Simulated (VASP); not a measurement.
AlAs, 2 atoms in the cell. The structure is cubic, space group F-43m (No. 216). The conventional cell has a = 5.682 Å, b = 5.682 Å, c = 5.682 Å, α = 90.00°, β = 90.00°, γ = 90.00°. Al (site symmetry -43m) is surrounded by 4 As at 2.46 Å. As (site symmetry -43m) is surrounded by 4 Al at 2.46 Å. 

```yaml
Program: VASP 6.6.1
Task: relaxation of cell and atoms
Functional: PBEsol
Potentials_or_basis: VASP PAW PBE potentials, release 64 (Al, As)
Cutoff: 600 eV
k_mesh: 8 × 8 × 8
Occupations: gaussian, width 0.03 eV
Spin: no spin polarisation
Further_INCAR_settings: ALGO = Normal; EDIFF = 1e-07; IBRION = 2; EDIFFG = -0.005; NSW = 90; ISIF = 3
```

Potentials or basis: VASP PAW PBE potentials, release 64 (Al, As).

Command:

```bash
$ cat potpaw_PBE.64/Al/POTCAR potpaw_PBE.64/As/POTCAR > POTCAR
$ mpirun -np 4 vasp_std > vasp.out
```

Hardware: 4 MPI ranks on Intel(R) Xeon(R) 6975P-C (Granite Rapids), on a shared host.

How long does it take, and how much memory?

It took 3.2 s on 4 MPI ranks on Intel(R) Xeon(R) 6975P-C (Granite Rapids), on a shared host, peak memory 0.17 GiB a rank. Counts: scf iterations 13, k points 29, ion steps 1.
